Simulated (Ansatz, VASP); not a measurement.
## One calculation of GaN, two programs

```
CELL_PARAMETERS angstrom
0.00000 2.25350 2.25350
2.25350 0.00000 2.25350
2.25350 2.25350 0.00000
ATOMIC_POSITIONS crystal
Ga 0.00000 0.00000 0.00000
N 0.75000 0.75000 0.76177
```

Change from the starting cell: all N atoms moved +0.037 Å, as atom 2 along Cartesian [1 1 0].

Alike in both runs: task single point; functional PBE; k mesh 10 × 10 × 10; occupations gaussian, width 0.05 eV; no spin polarisation.

|  | VASP | Ansatz |
| --- | --- | --- |
| version | VASP 6.6.1 | Ansatz 0.2.0 |
| potentials or method | VASP PAW PBE potentials, release 64 (Ga_d, N) | scalar-relativistic, plane waves, PAW |
| plane-wave cutoff (eV) | 520 | 420 |
| valence electrons in the cell | 18 | 18 |

|  | VASP | Ansatz | Ansatz less VASP |
| --- | --- | --- | --- |
| gap on the k mesh at the Fermi level (eV) | 1.65 | 1.65 | -0.007 |
| least direct gap on the mesh (eV) | 1.65 | 1.65 | -0.007 |
| pressure (GPa) | 5.2 | 5.2 | -0.03 |
| largest component of the traceless stress (GPa) | 1.58 | 1.62 | +0.037 |
| rms of the force components (eV/Å) | 0.267 | 0.271 | +0.0039 |

Atom by atom the forces differ by 0.004 eV/Å (rms over components). The functional is the same, so the differences come from potentials, cutoffs and numerics.
